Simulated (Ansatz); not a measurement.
# MnO2 (P2/c) in Ansatz: further runs

One crystal, MnO2, is run at these levels: PBE; tasks: single point.

Program: Ansatz 0.2.0. These are calculated values, not measurements. Logs are shortened: lines on timing, memory, paths and dates and some standing lists are left out, and cuts for length are marked.

**1. The cell of the first run**

The structure is monoclinic, space group P2/c (No. 13). The conventional cell has a = 2.905 Å, b = 6.164 Å, c = 4.726 Å, α = 90.00°, β = 125.60°, γ = 90.00°. Mn (site symmetry 2) is surrounded by 6 O at 1.83 to 2.05 Å. O (site symmetry 2) is surrounded by 2 Mn at 1.83 Å. O (site symmetry 2) is surrounded by 4 Mn at 1.98 to 2.05 Å.

The cell comes from a database or a generator and needn't be the stable form of this composition.

**2. Single point, PBE, collinear spin, ferromagnetic start (strained by -4 %)**

input.yaml reads:

```yaml
crystal:
  lattice:
    - [2.904158, -0.05808316, 0.0]
    - [-0.0768962, 3.84481, 0.0]
    - [0.0, 0.0, 6.164264]
  atoms:
    - { symbol: Mn, position: [0.5, 0.5, 0.3433015], spin: 4.0 }
    - { symbol: Mn, position: [0.0, 0.0, 0.6566985], spin: 4.0 }
    - { symbol: O, position: [0.5, 0.0, 0.8375675] }
    - { symbol: O, position: [0.0, 0.5, 0.1624325] }
    - { symbol: O, position: [0.5, 0.0, 0.4217995] }
    - { symbol: O, position: [0.0, 0.5, 0.5782005] }
hamiltonian:
  xc: pbe
  pseudopotentials: { kind: paw }
magnetization:
  spin_polarized: true
kpoints:
  mp_grid: { grid: [7, 5, 4] }
scf:
  occupations: { method: fermi_dirac, width: 0.05 }
output:
  forces: true
  stress: true
  eigenvalues: true
```

Potentials or basis: Ansatz PAW.

Command:

```console
$ ansatz run input.yaml --threads 2 --pin off --max-ram 5632MiB --backend cpu --events-out ev --progress --plain --runs-dir out
```

The program printed:

```text
Warning: RAYON_NUM_THREADS=2 ignored (pool sized by the plan → 2); use --threads N
Engine: ansatz 0.2.0, aarch64-unknown-linux-gnu
Pseudopotentials: kind: paw
Pseudopotential: Mn, paw, valence charge 15, recommended cutoff 420 eV (normal), Mn.paw.azcp
Pseudopotential: O, paw, valence charge 6, recommended cutoff 420 eV (normal), O.paw.azcp
Functional definition: PBE
  parameter kappa = 0.804
  parameter beta = 0.06672455060314922
  exchange = pbe_x(kappa = kappa, mu = beta*pi^2/3)
  correlation = pbe_c(beta = beta)
Crystal: 6 atoms, lattice volume = 68.802 Å³
Basis set: ecut = 420 eV, 1335 PW (Γ), exchange–correlation on 40×54×90 points (8 copies of the dense FFT grid, shifted against one another)
Bands: 38, of which v1, the nominal top of the filled ones, is band 27 counted from 1 (26 counted from 0)
Symmetry: 4 space group operations
Space group: P2/c (ITA 13), of the structure as read, at distance tolerance 4.1e-5 Å
Magnetic group: BNS 13.65 (UNI 72), of the structure as read, at distance tolerance 4.1e-5 Å
k-points: 54 of 140
Non-local potential: Mn, projectors of the file, l = 0: 3, l = 1: 2, l = 2: 3, l = 3: 1
Non-local potential: O, projectors of the file, l = 0: 2, l = 1: 2, l = 2: 1
PAW form: soft (Blöchl's): semilocal exchange-correlation on the pseudo side does not see the compensation charge
PAW one-centre angular grid: Mn, 590 points (default); XC on 64 Gauss nodes
PAW one-centre angular grid: O, 110 points (default); XC on 64 Gauss nodes
Initial density: superposition of atomic densities (chi_scale 0.1, normalization cell, long waves kept (reshape's long-wave potential 0.46 eV rms))
Starting moments: Σ|m| = 8 μB on 2 of 6 sites
Initial wavefunctions: pseudopotential atomic-orbital guess
Functional: x = pbe(κ = 0.804, μ = 0.2195149727645171), c = pbe(β = 0.06672455060314922)
SCF iter   1: F=—  HF=-10066.442369 eV  |F-HF|=—  |Δ(HF+E_count)|=         —  Δρ=9.10e-2 (↑5.94e-2 ↓9.10e-2)  dr2=1.70e1  dr2_m=8.74e-1  M=5.945 μB ∫|m|=6.438 μB  β_m=0.30  ethr=3.10e-3  ⟨swp⟩=6.2  Hψ=16095  notcnv=0
Mixer restart at iter 1: flushing history
preconditioner: auto → Kerker (q_TF=auto, 2.620 Å⁻¹)  [metal: Δε(μ)=0.021 eV  Ē_g=11.762 eV  σ=0.050 eV  W_gap=0.10  n_scr=20 (ndim 8)  ℏωp=27.6 eV  f_vac=0.089  D(μ)=2.87/eV (n_scr^D=22)]
spin=Collinear: Kerker preconditioning applied to the charge; magnetization (m = ρ↑ − ρ↓) channel mixes plain (no charge-response kernel on spin).
SCF iter   2: F=—  HF=-10067.084432 eV  |F-HF|=—  |Δ(HF+E_count)|=   6.42e-1  Δρ=4.69e-2 (↑3.67e-2 ↓4.69e-2)  dr2=2.48e0  dr2_m=7.49e-1  M=6.000 μB ∫|m|=6.387 μB  β_m=0.37  ethr=3.10e-3  ⟨swp⟩=3.4  Hψ=9157  notcnv=0  defer=255
[... 12 lines left out ...]
SCF iter  14: F=-10066.664167 eV  HF=-10066.664167 eV  |F-HF|=2.87e-8  |Δ(HF+E_count)|=   7.51e-8  Δρ=4.87e-6 (↑3.56e-6 ↓4.87e-6)  dr2=5.16e-8  dr2_m=5.46e-10  M=6.000 μB ∫|m|=6.241 μB  ethr=1.67e-10  ⟨swp⟩=9.2  Hψ=18023  notcnv=0
SCF 1 converged in 14 iterations: F = -10066.664167 eV  dr2 = 5.16e-8
SCF converged after 14 iterations
Magnetization: 6.0000 μB (30.0000 up, 24.0000 down)
Absolute magnetization: 6.2610 μB (∫|ρ↑−ρ↓|, with the PAW one-centre terms)
Spin contamination: 0.1019 ħ² per cell (⟨S²⟩ above its minimum at these occupations)
Per-site moments (μB) at R_I (Å): [(2.4071921402280405, 0.7552730762425619), (2.407192140228039, 0.755273076242562), (0.11845827161654272, 0.755273076242562), (0.11845827161654289, 0.7552730762425619), (0.0025517349599878556, 0.8178806146480475), (0.002551734959988008, 0.8178806146480475)]
Free energy (F): -10066.664167 eV
Harris-Foulkes:  -10066.664167 eV  (|F-HF|=2.87e-8)
Internal energy: -10066.657626 eV  (E = F + TS)
E sigma→0 (E₀):  -10066.660897 eV
Entropy (-TS):   -0.006541 eV (-1.090 meV/atom)
Fermi energy:    7.566718 eV
--- Per-component energies (eV) ---
  E_band       = -754.902493
  E_kinetic    = 1291.324575
  E_local      = -7313.018059  (includes V_loc(G=0)·N_el)
  E_nonlocal   = 669.280264
  E_hartree    = 2991.135766
  E_xc         = -518.327439
  E_vxc        = -661.982311  (∫ρ·V_xc dr)
  E_paw        = -3222.831929  (= ΣΔE_a)
  E_vpaw       = -722.802329  (= ΣTr[D̂ρ^β])
  E_aug_tail   = 0.009593  (compensation charges beyond the density's cutoff)
  E_ewald      = -3964.230399
  E_smearing   = -0.006541  (= −TS)
  E_closure    = 0.000000  (closes the sum)
  Σ components = -10066.664167   (vs F -10066.664167, Δ=0.00e0)
--- Forces (eV/Å), atoms counted from 1 ---
  atom   1  Mn     0.00000000     0.00000000    -0.41950685
  atom   2  Mn    -0.00000000     0.00000000     0.41950685
  atom   3  O     -0.00000000     0.00000000    -0.80071706
  atom   4  O      0.00000000     0.00000000     0.80071706
  atom   5  O      0.00000000     0.00000000     0.05743342
  atom   6  O     -0.00000000     0.00000000    -0.05743342
  max |Σ_I F_I| component: 0.00e0 eV/Å
--- Stress (GPa, compression-positive) ---
      -11.363659       3.419814       0.000000
        3.419816      -5.199773       0.000000
        0.000000       0.000000      -4.910690
  P = ⅓ Tr σ = -7.1580 GPa (-71.580 kbar)
--- Band table (eV; the first three rows and the last of 108) ---
  k-point 0 ↑: bands = ["-74.3168", "-74.3108", "-43.0423", "-43.0143", "-43.0081", "-42.9766", "-42.9646", "-42.9519", "-12.3410", "-10.6171", "-10.1111", "-10.0800", "0.5360", "1.3835", "1.4821", "1.8577", "2.3809", "3.6047", "3.9525", "3.9887", "4.3063", "4.6404", "4.7384", "4.7940", "5.1443", "5.7964", "6.1772", "6.6220", "7.3869", "7.6525", "8.1492", "8.2432", "9.7750", "10.1011", "13.7103", "17.2904", "18.0828", "19.6384"]
  k-point 1 ↑: bands = ["-74.3168", "-74.3108", "-43.0423", "-43.0143", "-43.0080", "-42.9766", "-42.9646", "-42.9519", "-12.3289", "-10.6196", "-10.2747", "-9.9281", "0.5359", "1.3144", "1.6477", "1.8723", "2.3496", "3.6241", "3.8046", "4.1761", "4.3521", "4.5615", "4.6045", "4.7944", "5.1426", "5.7830", "6.1577", "6.6633", "7.2756", "7.7529", "7.9769", "8.3465", "9.7087", "10.1574", "14.1689", "16.5029", "18.6273", "19.7492"]
  k-point 2 ↑: bands = ["-74.3168", "-74.3108", "-43.0423", "-43.0143", "-43.0080", "-42.9766", "-42.9646", "-42.9519", "-12.3164", "-10.6235", "-10.3508", "-9.8627", "0.5359", "1.3033", "1.7555", "1.8886", "2.3169", "3.6848", "3.7426", "4.2894", "4.3445", "4.4121", "4.5426", "4.7947", "5.1416", "5.7684", "6.1519", "6.6820", "7.1975", "7.8194", "7.8829", "8.3844", "9.6557", "10.2003", "15.1525", "15.3755", "19.2139", "19.5906"]
  k-point 53 ↓: bands = ["-71.1376", "-71.1358", "-40.1594", "-40.1588", "-39.8212", "-39.8197", "-39.8113", "-39.8094", "-11.1699", "-10.7637", "-9.7275", "-9.6587", "1.3517", "1.6844", "2.1296", "2.5759", "2.9280", "3.3668", "4.3249", "4.3919", "4.9847", "5.0291", "5.4225", "5.5446", "8.2654", "8.4144", "8.8001", "8.8461", "9.2612", "9.5259", "9.7413", "9.9398", "10.6667", "10.8843", "18.5300", "19.2079", "20.1857", "20.2928"]
```

It took 24 s on 2 threads of Arm Neoverse N1, shared host; peak memory 0.49 GiB.

What came out:

* Free energy: -10066.6642 eV
* Pressure: -7.2 GPa
* Largest force: 0.801 eV/Å
* Band gap on the k mesh: none (metal or under the smearing width)
* Net moment: 6.00 μB per cell
* Absolute moment: 6.26 μB per cell
* Site moments: Mn +2.41; O +0.12, +0.00 μB

Forces on the atoms (eV/Å):
```
Mn   0.000  0.000 -0.420
Mn   0.000  0.000  0.420
O    0.000  0.000 -0.801
O    0.000  0.000  0.801
O    0.000  0.000  0.057
O    0.000  0.000 -0.057
```

Caveat: the pressure holds a Pulay correction of +0.7 GPa for the finite cutoff; semilocal functionals often make such compounds metallic where correlation or magnetic order opens a gap, which also shifts bond lengths; only a ferromagnetic start was run, and an antiferromagnetic order may lie lower in energy.

**3. Single point, PBE, collinear spin, ferromagnetic start (strained by -2 %)**

input.yaml, as its differences from that of step 2:

```diff
@@ -2,4 +2,4 @@
   lattice:
-    - [2.904158, -0.05808316, 0.0]
-    - [-0.0768962, 3.84481, 0.0]
+    - [2.904158, -0.02904158, 0.0]
+    - [-0.0384481, 3.84481, 0.0]
     - [0.0, 0.0, 6.164264]
@@ -25 +25,5 @@
   eigenvalues: true
+  write_density: true
+  write_potential: true
+  elf: true
+  volumetric_format: npy
```

Potentials or basis: Ansatz PAW.

Command:

```console
$ ansatz run input.yaml --threads 2 --pin off --max-ram 5632MiB --backend cpu --events-out ev --progress --plain --runs-dir out
```

The program printed:

```text
Warning: RAYON_NUM_THREADS=2 ignored (pool sized by the plan → 2); use --threads N
[... 4 set-up lines as earlier in the session ...]
[... 79 lines left out ...]
  P = ⅓ Tr σ = -7.1904 GPa (-71.904 kbar)
--- Band table (eV; the first three rows and the last of 108) ---
  k-point 0 ↑: bands = ["-74.3219", "-74.3159", "-43.0471", "-43.0193", "-43.0131", "-42.9818", "-42.9695", "-42.9568", "-12.3436", "-10.6280", "-10.1169", "-10.0866", "0.5304", "1.3751", "1.4761", "1.8507", "2.3798", "3.6011", "3.9553", "3.9831", "4.2902", "4.6375", "4.7309", "4.7887", "5.1432", "5.7838", "6.1702", "6.6181", "7.3783", "7.6500", "8.1453", "8.2405", "9.7696", "10.0992", "13.7080", "17.2858", "18.0896", "19.6252"]
  k-point 1 ↑: bands = ["-74.3219", "-74.3159", "-43.0471", "-43.0193", "-43.0130", "-42.9818", "-42.9695", "-42.9568", "-12.3315", "-10.6305", "-10.2801", "-9.9351", "0.5303", "1.3086", "1.6396", "1.8656", "2.3482", "3.6201", "3.7991", "4.1848", "4.3299", "4.5535", "4.6025", "4.7891", "5.1425", "5.7694", "6.1506", "6.6587", "7.2676", "7.7496", "7.9737", "8.3435", "9.7028", "10.1558", "14.1669", "16.5020", "18.6283", "19.7373"]
  k-point 2 ↑: bands = ["-74.3219", "-74.3159", "-43.0471", "-43.0193", "-43.0130", "-42.9819", "-42.9695", "-42.9568", "-12.3191", "-10.6343", "-10.3559", "-9.8700", "0.5303", "1.2984", "1.7466", "1.8820", "2.3152", "3.6810", "3.7360", "4.3099", "4.3362", "4.3785", "4.5422", "4.7895", "5.1419", "5.7545", "6.1447", "6.6771", "7.1897", "7.8161", "7.8801", "8.3814", "9.6496", "10.1990", "15.1531", "15.3724", "19.2175", "19.5757"]
  k-point 53 ↓: bands = ["-71.1431", "-71.1415", "-40.1652", "-40.1634", "-39.8263", "-39.8252", "-39.8170", "-39.8163", "-11.1495", "-10.7956", "-9.7296", "-9.6685", "1.3442", "1.7011", "2.1315", "2.5611", "2.9364", "3.3559", "4.2530", "4.4387", "4.9922", "5.0259", "5.4147", "5.5022", "8.2745", "8.3899", "8.8044", "8.8322", "9.2558", "9.5148", "9.7698", "9.9234", "10.6592", "10.8797", "18.5524", "19.1765", "20.1728", "20.3901"]
```

v_z.tsv:

```text
# z_ang	v_es[eV]	v_tot_up[eV]	v_tot_dn[eV]
# format = ansatz-planar-average/11
# xc	pbe
# density_cutoff_ev	1680
# datasets	Mn=:simpson_from_first_knot:soft	O=:simpson_from_first_knot:soft
# lattice	2.904158000	-0.029041580	0.000000000
# lattice	-0.038448100	3.844810000	0.000000000
# lattice	0.000000000	0.000000000	6.164264000
# sites	6
# site	25	1.432854950	1.907884210	2.116201078
# site	25	0.000000000	0.000000000	4.048062922
# site	8	1.452079000	-0.014520790	5.162987188
# site	8	-0.019224050	1.922405000	1.001276812
# site	8	1.452079000	-0.014520790	2.600083473
# site	8	-0.019224050	1.922405000	3.564180527
0.000000	1.427628e1	8.413077e0	8.434696e0
0.136984	1.416452e1	8.193764e0	8.211102e0
0.273967	1.379660e1	7.467468e0	7.493991e0
0.410951	1.263965e1	5.750513e0	5.785559e0
0.547935	1.094932e1	3.446348e0	3.506969e0
0.684918	9.278116e0	1.030124e0	1.175833e0
[... 37 lines left out ...]
5.890297	1.379660e1	7.467468e0	7.493991e0
6.027280	1.416452e1	8.193764e0	8.211102e0
```

It took 29 s on 2 threads of Arm Neoverse N1, shared host; peak memory 0.49 GiB.

Results:

```
Free energy            : -10066.6849 eV
Pressure               : -7.2 GPa
Largest force          : 0.801 eV/Å
Band gap on the k mesh : none (metal or under the smearing width)
Net moment             : 6.00 μB per cell
Absolute moment        : 6.26 μB per cell
Site moments           : Mn +2.41; O +0.12, +0.00 μB
```

Forces in eV/Å, atoms in the order of the input:
```
Mn   0.000  0.000 -0.409
Mn   0.000  0.000  0.409
O    0.000  0.000 -0.801
O    0.000  0.000  0.801
O    0.000  0.000  0.060
O    0.000  0.000 -0.060
```

Stress tensor (GPa, compression positive):
```
-11.32   1.71   0.00
  1.71  -5.27   0.00
  0.00   0.00  -4.98
```

Levels at points of the mesh, in eV from the Fermi level:
Spin up:
| k point | band 26 | band 27 | band 28 | band 29 | band 30 | band 31 | band 32 | band 33 | band 34 | band 35 |
| --- | --- | --- | --- | --- | --- | --- | --- | --- | --- | --- |
| (0.00, 0.00, 0.00) | -1.78 | -1.39 | -0.94 | -0.18 | 0.09 | 0.58 | 0.68 | 2.21 | 2.54 | 6.15 |
| (0.00, 0.00, -0.50) | -1.81 | -1.42 | -0.88 | -0.37 | 0.26 | 0.32 | 0.82 | 2.09 | 2.64 | 7.59 |
Spin down:
| k point | band 22 | band 23 | band 24 | band 25 | band 26 | band 27 |
| --- | --- | --- | --- | --- | --- | --- |
| (0.00, 0.00, 0.00) | -2.12 | -2.03 | -1.67 | 0.52 | 0.99 | 1.16 |
| (0.00, 0.00, -0.50) | -2.43 | -2.01 | -1.70 | 0.52 | 0.99 | 1.21 |

Caveat: the pressure holds a Pulay correction of +0.7 GPa for the finite cutoff; semilocal functionals often make such compounds metallic where correlation or magnetic order opens a gap, which also shifts bond lengths; only a ferromagnetic start was run, and an antiferromagnetic order may lie lower in energy.
